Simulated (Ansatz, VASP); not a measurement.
## BiTe: VASP beside Ansatz

INCAR

```
SYSTEM = BiTe
ALGO = Normal
EDIFF = 1E-6
ENCUT = 520
ISIF = 2
ISMEAR = -1
LASPH = .TRUE.
LCHARG = .FALSE.
LREAL = .FALSE.
LWAVE = .FALSE.
NBANDS = 18
NELM = 60
PREC = Accurate
SIGMA = 0.08
```

Contents of KPOINTS:

```
k-points
0
G
  10 10 10
  0 0 0
```

POSCAR

```
BiTe
1.0
    0.0000000000      3.2350000000      3.2350000000
    3.2350000000      0.0000000000      3.2350000000
    3.2350000000      3.2350000000      0.0000000000
Bi Te
1 1
Direct
    0.0000000000      0.0000000000      0.0000000000
    0.5000000000      0.5000000000      0.5000000000
```

Input for Ansatz:

```yaml
crystal:
  lattice:
    - [0.0, 3.235, 3.235]
    - [3.235, 0.0, 3.235]
    - [3.235, 3.235, 0.0]
  atoms:
    - { symbol: Bi, position: [0.0, 0.0, 0.0] }
    - { symbol: Te, position: [0.5, 0.5, 0.5] }
kpoints:
  mp_grid: { grid: [10, 10, 10] }
  band_path:
    path:
      - [0.0, 0.0, 0.0]
      - [0.5, 0.0, 0.5]
      - [0.625, 0.25, 0.625]
      - [0.375, 0.375, 0.75]
      - [0.0, 0.0, 0.0]
      - [0.5, 0.5, 0.5]
      - [0.5, 0.25, 0.75]
      - [0.5, 0.0, 0.5]
    npoints: 14
scf:
  occupations: { method: fermi_dirac, width: 0.08 }
hamiltonian:
  xc: lda
  pseudopotentials: { kind: all_electron, lapw: { basis_error: 0.0005 } }
output:
  forces: true
  stress: true
  eigenvalues: true
  populations: true
  dos: { projected: true, de: 0.2, e_range: [-14, 8] }
```

Alike in both runs: task single point; functional LDA; k mesh 10 × 10 × 10; occupations fermi-dirac, width 0.08 eV; no spin polarisation.

|  | VASP | Ansatz |
| --- | --- | --- |
| version | VASP 6.6.1 | Ansatz 0.2.0 |
| potentials or method | VASP PAW LDA potentials, release 64 (Bi_d, Te) | all-electron LAPW, scalar-relativistic |
| plane-wave cutoff (eV) | 520 | see its input |

|  | VASP | Ansatz | Ansatz less VASP |
| --- | --- | --- | --- |
| pressure (GPa) | -2.8 | -2.8 | -0.02 |

Ansatz ran all-electron here, so the differences hold the error of VASP's frozen core and of both bases.

Caveats: spin-orbit coupling is left out, which moves the levels of the heavy elements.
